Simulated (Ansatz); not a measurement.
# Rb: strain energy, fitted

Rb, R-3m, a = 5.023 Å, c = 37.541 Å. This isn't the element's structure at ambient conditions. Ansatz: PBE, PAW, 420 eV, Γ-centred 9×9×1 mesh on 9 atoms, Gaussian smearing 0.10 eV; no spin polarisation. Series: biaxial strain in the a-b plane, c and atoms relaxed; x is the strain in per cent. y is the free energy over the unstrained cell, V0 = 91.135 Å³/atom.

```
x (%) y (meV/atom)
 -3.0             ?
 -2.0          1.67
 -1.0          0.44
  0.0          0.00
  1.0          0.24
  2.0          1.06
  3.0          2.34
```

Problem. Fit y = c2 x² + c3 x³ to the other rows, turn c2 into a modulus, and predict the missing energy.

Solution. Least squares on the rows shown. y = 0.3507 x² − 0.03158 x³. In eV per unit strain² c2 is 3.507; M is the biaxial modulus (E = M V0 ε²): 3.507 × 160.2 / (91.135) = 6.2 GPa. The unstrained cell keeps some stress along the strain, worth a slope of -0.07 meV/atom per %, which the form leaves out. With a term in x⁴ added, the coefficient of x² becomes 0.3168, 10 % less, which shows how far this figure hangs on the form. At x = -3.0 the fit asked for gives 4.01 meV/atom. The run gave 3.83 meV/atom, so the fit is 0.18 meV/atom too high, 4.7 % of the span of the series, against an rms of 0.06 meV/atom on the fitted rows. The row lies outside the fitted range. With a term in x⁴ added, a fit to the same known rows predicts 4.42 meV/atom, further off still.